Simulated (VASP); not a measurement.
The system is AlN.

```xyz
2
Lattice="0.0000 2.1883 2.1883 2.1883 0.0000 2.1883 2.1883 2.1883 0.0000" Properties=species:S:1:pos:R:3 pbc="T T T"
Al    0.0000    0.0000    0.0000
N     1.0941    1.0941    1.0941
```

Measurements of this composition are mostly on another form, of space group No. 186.

Base run:

* Program: VASP 6.6.1
* Functional: TB-mBJ
* Potentials or basis: VASP PAW PBE potentials, release 64 (Al, N)
* Cutoff: 520 eV
* k mesh: 10 × 10 × 10
* Occupations: gaussian, width 0.02 eV
* Spin: no spin polarisation

Its results: band gap on the k mesh 4.81 eV, indirect (least direct gap 5.28 eV).

Task: The run is repeated on the same cell with these changes: functional from TB-mBJ to PBEsol. What comes out?

Result: Band gap on the k mesh 3.18 eV, indirect (least direct gap 4.08 eV).

Not every run made on this cell is shown here.
